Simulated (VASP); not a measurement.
# MgH2 (Fm-3m) in VASP: notebook, part 2 of 2

VASP 6.6.1. The steps go on from the part before.

### 4 Single point, r2SCAN

Input file POSCAR:

```
MgH2
1.0
    0.0000000000      2.3649613280      2.3649613280
    2.3649613280      0.0000000000      2.3649613280
    2.3649613280      2.3649613280      0.0000000000
Mg H
1 2
Direct
    0.0000000000      0.0000000000      0.0000000000
    0.2500000000      0.2500000000      0.2500000000
    0.7500000000      0.7500000000      0.7500000000
```

Input file INCAR.step1:

```
SYSTEM = MgH2
PREC = Accurate ; ENCUT = 520
ISMEAR = -1 ; SIGMA = 0.02
LREAL = .FALSE. ; LASPH = .TRUE.
NELM = 60 ; NBANDS = 9
GGA = PE ; ALGO = Normal
EDIFF = 1E-4 ; LWAVE = .TRUE.
LCHARG = .FALSE.
```

Input file INCAR.step2:

```
SYSTEM = MgH2
PREC = Accurate ; ENCUT = 520
EDIFF = 1E-6 ; ISMEAR = -1
SIGMA = 0.02 ; LREAL = .FALSE.
LASPH = .TRUE. ; NELM = 60
ALGO = Normal ; ISIF = 2
LWAVE = .FALSE. ; LCHARG = .FALSE.
METAGGA = R2SCAN ; LMIXTAU = .TRUE.
NBANDS = 9 ; ISTART = 1
```

Input file KPOINTS:

```
regular mesh
0
G
  6 6 6
  0 0 0
```

Potentials or basis: VASP PAW PBE potentials, release 64 (Mg, H).

Started as:

```sh
> cat potpaw_PBE.64/Mg/POTCAR potpaw_PBE.64/H/POTCAR > POTCAR
> cp INCAR.step1 INCAR
> mpirun -np 1 vasp_std > vasp.out
> cp INCAR.step2 INCAR
> mpirun -np 1 vasp_std > vasp.out
```

OUTCAR:

```text
SYSTEM = MgH2
   PREC = Accurate
   ENCUT = 520
   EDIFF = 1E-6
   ISMEAR = -1
   LREAL = .FALSE.
   LASPH = .TRUE.
   NELM = 60
   ISIF = 2
   METAGGA = R2SCAN
   ISTART = 1

 ion  position               nearest neighbor table
   1  0.000  0.000  0.000-   2 2.05   3 2.05   3 2.05   3 2.05   3 2.05   2 2.05   2 2.05   2 2.05

   2  0.250  0.250  0.250-   1 2.05   1 2.05   1 2.05   1 2.05
   3  0.750  0.750  0.750-   1 2.05   1 2.05   1 2.05   1 2.05

  LATTYP: Found a face centered cubic cell.
 ALAT       =     4.7299226560

  Lattice vectors:

 A1 = (   0.0000000000,   2.3649613280,   2.3649613280)
 A2 = (   2.3649613280,   0.0000000000,   2.3649613280)
 A3 = (   2.3649613280,   2.3649613280,   0.0000000000)

Analysis of symmetry for initial positions (statically):
=====================================================================
 Subroutine PRICEL returns:
 Original cell was already a primitive cell.

 Routine SETGRP: Setting up the symmetry group for a
 face centered cubic supercell.

 Subroutine GETGRP returns: Found 48 space group operations
 (whereof 48 operations were pure point group operations)
 out of a pool of 48 trial point group operations.

The static configuration has the point symmetry O_h .

Analysis of symmetry for dynamics (positions and initial velocities):
=====================================================================
 Subroutine PRICEL returns:
 Original cell was already a primitive cell.

 Routine SETGRP: Setting up the symmetry group for a
 face centered cubic supercell.

 Subroutine GETGRP returns: Found 48 space group operations
 (whereof 48 operations were pure point group operations)
 out of a pool of 48 trial point group operations.

The dynamic configuration has the point symmetry O_h .

 Subroutine INISYM returns: Found 48 space group operations
 (whereof 48 operations are pure point group operations),
 and found     1 'primitive' translations

----------------------------------------------------------------------------------------

                                     Primitive cell

  volume of cell :      26.4547

  direct lattice vectors                    reciprocal lattice vectors
     0.000000000  2.364961328  2.364961328    -0.211419948  0.211419948  0.211419948
     2.364961328  0.000000000  2.364961328     0.211419948 -0.211419948  0.211419948
     2.364961328  2.364961328  0.000000000     0.211419948  0.211419948 -0.211419948

  length of vectors
     3.344560385  3.344560385  3.344560385     0.366190091  0.366190091  0.366190091

  position of ions in fractional coordinates (direct lattice)
     0.000000000  0.000000000  0.000000000
     0.250000000  0.250000000  0.250000000
     0.750000000  0.750000000  0.750000000

  ion indices of the primitive-cell ions
   primitive index   ion index
                 1           1
                 2           2
                 3           3

----------------------------------------------------------------------------------------

 KPOINTS: regular mesh

[... 25 lines left out ...]
  0.166667  0.000000  0.000000      8.000000
  0.333333  0.000000  0.000000      8.000000
  0.500000  0.000000  0.000000      4.000000
  0.166667  0.166667  0.000000      6.000000
  0.333333  0.166667  0.000000     24.000000
[... 8 lines left out ...]
 -0.333333  0.333333  0.166667     24.000000
 -0.333333  0.500000  0.166667     12.000000
   k-points           NKPTS =     16   k-points in BZ     NKDIM =     16   number of bands    NBANDS=      9
   number of dos      NEDOS =    301   number of ions     NIONS =      3
   total plane-waves  NPLWV =  21952
   dimension x,y,z NGX =    28 NGY =   28 NGZ =   28
   dimension x,y,z NGXF=    56 NGYF=   56 NGZF=   56
   ions per type =               1   2
   NGX,Y,Z   is equivalent  to a cutoff of  13.92, 13.92, 13.92 a.u.
   NGXF,Y,Z  is equivalent  to a cutoff of  27.84, 27.84, 27.84 a.u.
 SYSTEM =  MgH2
   PREC   = accura    normal or accurate (medium, high low for compatibility)
   ISTART =      1    job   : 0-new  1-cont  2-samecut
   ICHARG =      0    charge: 1-file 2-atom 10-const
   ISPIN  =      1    spin polarized calculation?
   LNONCOLLINEAR =      F non collinear calculations
   LSORBIT =      F    spin-orbit coupling
   LASPH  =      T    aspherical Exc in radial PAW
   ENCUT  =  520.0 eV  38.22 Ry    6.18 a.u.   6.22  6.22  6.22*2*pi/ulx,y,z
   NELM   =     60;   NELMIN=  2; NELMDL=  0     # of ELM steps
   EDIFF  = 0.1E-05   stopping-criterion for ELM
   LREAL  =      F    real-space projection
   EDIFFG = 0.1E-04   stopping-criterion for IOM
   NSW    =      0    number of steps for IOM
   IBRION =     -1    ionic relax: 0-MD 1-quasi-New 2-CG
   NFREE  =      0    steps in history (QN), initial steepest desc. (CG)
   ISIF   =      2    stress and relaxation
   ISYM   =      2    0-nonsym 1-usesym 2-fastsym
   POTIM  = 0.5000    time-step for ionic-motion
   TEBEG  =    0.0;   TEEND  =   0.0 temperature during run
   PSTRESS=    0.0 pullay stress
   NELECT =       4.0000    total number of electrons
   NUPDOWN=      -1.0000    fix difference up-down
   EMIN   =  10.00;   EMAX   =-10.00  energy-range for DOS
   EFERMI =   0.00;   METHOD = LEGACY
   ISMEAR =    -1;   SIGMA  =   0.02  broadening in eV -4-tet -1-fermi 0-gaus
   EFERMI_NEDOS =   21; number of points for ismear=-14 and -15
   IALGO  =     38    algorithm
   IMIX   =      4    mixing-type and parameters
     AMIX     =   0.40;   BMIX     =  1.00
     AMIX_MAG =   1.60;   BMIX_MAG =  1.00
  volume/ion in A,a.u.               =       8.82        59.51
  Fermi-wavevector in a.u.,A,eV,Ry     =   0.872156  1.648136 10.349352  0.760656
  Thomas-Fermi vector in A             =   1.991365
   LORBIT       =      0    0 simple, 1 ext, 2 COOP (PROOUT), +10 PAW based schemes
   METAGGA = R2SCAN    functional components
   LHFCALC =     F    Hartree Fock is set to
   AEXX    =    0.0000 exact exchange contribution
   IVDW    =     0    specifies the selected vdW correction
   LEPSILON=     F    determine dielectric tensor
   LRPA    =     F    only Hartree local field effects (RPA)
 non-spin polarized calculation
  energy-cutoff  :      520.00
  volume of cell :       26.45
 maximum number of plane-waves:       725
 NGX is ok and might be reduce to    28
   NGX = 13   NGY = 13   NGZ = 13

 number of electron       4.0000000 magnetization

 Free energy of the ion-electron system (eV)
  ---------------------------------------------------
  ext. energy  EPLUGINS =         0.00000000
  ---------------------------------------------------
  free energy    TOTEN  =       -11.52519938 eV

  energy without entropy =      -11.52484545  energy(sigma->0) =      -11.52502242

 E-fermi :   2.9739     XC(G=0):  -9.3426

 val. band max:        2.7523315343   @ k =   0.1667   0.0000   0.0000
 cond. band min:       2.9877873815   @ k =   0.5000   0.5000   0.0000
 fundamental gap:      0.2354558472
 Fermi energy:         2.9739282764

 k-point     1 :       0.0000    0.0000    0.0000
  band No.  band energies     occupation
      1      -7.4284      2.00000
      2       3.9324      0.00000
      3      12.8631      0.00000
      4      12.8631      0.00000
      5      12.8631      0.00000
      6      16.1177      0.00000
      7      16.1177      0.00000
      8      16.1177      0.00000
      9      16.7334      0.00000
[... 169 lines left out ...]
 k-point    16 :      -0.3333    0.5000    0.1667
  band No.  band energies     occupation
      1      -2.4701      2.00000
      2      -0.8486      2.00000
      3       3.7102      0.00000
      4       5.9805      0.00000
      5      10.8912      0.00000
      6      15.4184      0.00000
      7      16.5637      0.00000
      8      21.4370      0.00000
      9      24.9670      0.00000

------------------------ aborting loop because EDIFF is reached ----------------------------------------

  FORCE on cell =-STRESS in cart. coord.  units (eV):
  Direction    XX          YY          ZZ          XY          YZ          ZX
  --------------------------------------------------------------------------------------
  -------------------------------------------------------------------------------------
  Total       -0.1014910     -0.1014910     -0.1014910      0.0000000      0.0000000      0.0000000
  in kB       -6.1466137     -6.1466137     -6.1466137      0.0000000      0.0000000      0.0000000
  external PRESSURE =      -6.1466137 kB  Pullay stress =       0.0000000 kB

 VOLUME and BASIS-vectors are now :
 -----------------------------------------------------------------------------
  energy-cutoff  :      520.00
  volume of cell :       26.45
      direct lattice vectors                 reciprocal lattice vectors
     0.000000000  2.364961328  2.364961328    -0.211419948  0.211419948  0.211419948
     2.364961328  0.000000000  2.364961328     0.211419948 -0.211419948  0.211419948
     2.364961328  2.364961328  0.000000000     0.211419948  0.211419948 -0.211419948

 POSITION                                       TOTAL-FORCE (eV/Angst)
 -----------------------------------------------------------------------------------
      0.00000      0.00000      0.00000         0.000000     -0.000000      0.000000
      1.18248      1.18248      1.18248        -0.000000     -0.000000     -0.000000
      3.54744      3.54744      3.54744         0.000000      0.000000      0.000000
 -----------------------------------------------------------------------------------
    total drift:                                0.000000      0.000000      0.000000

  FREE ENERGIE OF THE ION-ELECTRON SYSTEM (eV)
  ---------------------------------------------------
  free  energy   TOTEN  =       -11.5251993778 eV

  energy  without entropy=      -11.5248454536  energy(sigma->0) =      -11.52502242
```

Wall time 18 s (1 thread of Intel Xeon Platinum 8488C (Sapphire Rapids), shared host); peak memory 0.15 GiB.

Results:

| Item | Value |
| --- | --- |
| Free energy | -11.5252 eV |
| Pressure | -0.6 GPa |
| Band gap on the k mesh | none (metal or under the smearing width) |

Caveat: the k mesh is coarse (spacing up to 0.38 Å⁻¹), so the values aren't converged; the PAW data sets were made with another functional, which shifts forces and pressure a little.
